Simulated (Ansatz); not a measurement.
# K: the cost of one run

Computed with Ansatz 0.2.0 (DFT PBEsol, scalar-relativistic, plane waves, PAW, unless a step's input says otherwise).

1 further run of the same task is left out (set aside as unsound or not needed).

### 1 The structure to begin with

The structure is orthorhombic, space group Cmcm (No. 63). Conventional cell: a = 4.698 Å, b = 8.049 Å, c = 7.528 Å, α = 90.00°, β = 90.00°, γ = 90.00°.

As a file:

```xyz
2
Lattice="2.3491 -4.0243 0.0000 2.3491 4.0243 0.0000 0.0000 0.0000 7.5280" Properties=species:S:1:pos:R:3 pbc="T T T"
K     2.3491   -2.6633    1.8820
K     2.3491    2.6633    5.6460
```

It goes back to an entry of the Materials Project, which need not be the stable form.

This cell was relaxed beforehand with the same method: volume 71.17 Å³/atom, gap on the mesh none (metal).

### 2 The reference: the undisturbed cell on the scan's mesh

File input.yaml:

```yaml
crystal:
  lattice:
    - [2.3491143793, -4.0243054317, 0.0]
    - [2.3491143793, 4.0243054317, 0.0]
    - [0.0, 0.0, 7.528035344]
  atoms:
    - { symbol: K, position: [0.8308969762, 0.1691030238, 0.25] }
    - { symbol: K, position: [0.1691030238, 0.8308969762, 0.75] }
basis:
  ecutwfc: 420
kpoints:
  mp_grid: { grid: [8, 8, 6] }
hamiltonian:
  xc: pbesol
scf:
  occupations: { method: gaussian, width: 0.15 }
output:
  forces: true
  stress: true
  eigenvalues: true
```

The run is started by

```bash
$ ansatz run input.yaml --threads 1 --pin off --max-ram 2560MiB --backend cpu --events-out ev --progress --plain --runs-dir out
```

What time and memory should one allow on 1 thread of Arm Neoverse V2, shared host?

About 6.3 s, with a peak of 0.41 GiB.
